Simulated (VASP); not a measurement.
PbS (Galena):

```
Pb S
1.0
     0.00000    2.96575    2.96575
     2.96575    0.00000    2.96575
     2.96575    2.96575    0.00000
Pb S
1 1
Cartesian
  0.0000 0.0000 0.0000
  2.9657 2.9657 2.9657
```

Base run:

* Program: VASP 6.6.1
* Functional: rSCAN
* Potentials or basis: VASP PAW PBE potentials, release 64 (Pb_d, S)
* Cutoff: 520 eV
* k mesh: 8 × 8 × 8
* Occupations: fermi-dirac, width 0.05 eV
* Spin: no spin polarisation

Its results: band gap on the k mesh 0.61 eV, direct; pressure 1.3 GPa.

Question: The run is repeated on the same cell with these changes: functional from rSCAN to SCAN. What comes out?

Answer: Band gap on the k mesh 0.58 eV, direct; pressure 0.7 GPa.

Caveats: the PAW data sets were made with another functional, which shifts forces and pressure a little; spin-orbit coupling is left out, which as a rule narrows the gap of such compounds by several tenths of an eV.
